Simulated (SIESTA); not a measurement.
PbO2 under changes of volume

One of the cells (13.414 Å³/atom); the others are scaled copies at fixed shape and fractional positions:

```xyz
3
Lattice="0.0000 2.7199 2.7199 2.7199 0.0000 2.7199 2.7199 2.7199 0.0000" Properties=species:S:1:pos:R:3 pbc="T T T"
Pb    0.0000    0.0000    0.0000
O     4.0798    4.0798    4.0798
O     1.3599    1.3599    1.3599
```

The cell comes from a database or a generator and needn't be the stable form of this composition.

| Property | Result |
| --- | --- |
| Program | SIESTA 5.4.2 |
| Functional | PBE |
| Potentials or basis | PseudoDojo 0.4 standard (PBE files) |
| Basis | DZP (energy shift 0.002 Ry) |
| Grid cutoff | 800 Ry |
| Energy shift | 0.002 Ry |
| k mesh | 9 × 9 × 9 |
| Occupations | fermi-dirac, width 0.05 eV |
| Spin | no spin polarisation |

```tsv
volume (Å³/atom)	energy over the lowest point (meV/atom)	pressure (GPa)
12.362	50.65	15.0
12.625	29.26	11.0
12.888	14.35	7.3
13.414	?	?
13.677	0.00	-1.1
13.940	3.51	-3.3
```

Task: What does the run at 13.414 Å³/atom give?

Result: Energy over the lowest point 0.24 meV/atom; pressure 1.5 GPa.

Worked out: A Birch-Murnaghan fit of order 3 (a polynomial in V^(-2/3)) to the other rows has its minimum at 13.56 Å³/atom with B0 = V·E''(V) = 125 GPa and B' = 5.7. It gives 0.30 meV/atom at 13.414 Å³/atom, against the run's 0.24, and -dE/dV = 1.4 GPa, against 1.5.

Energies are extrapolated to zero smearing.

Caveats: semicore shells carry a single zeta, which can move pressures by several GPa and volumes by a few percent; the basis of atomic orbitals isn't converged, which shifts pressures, moduli and gaps.
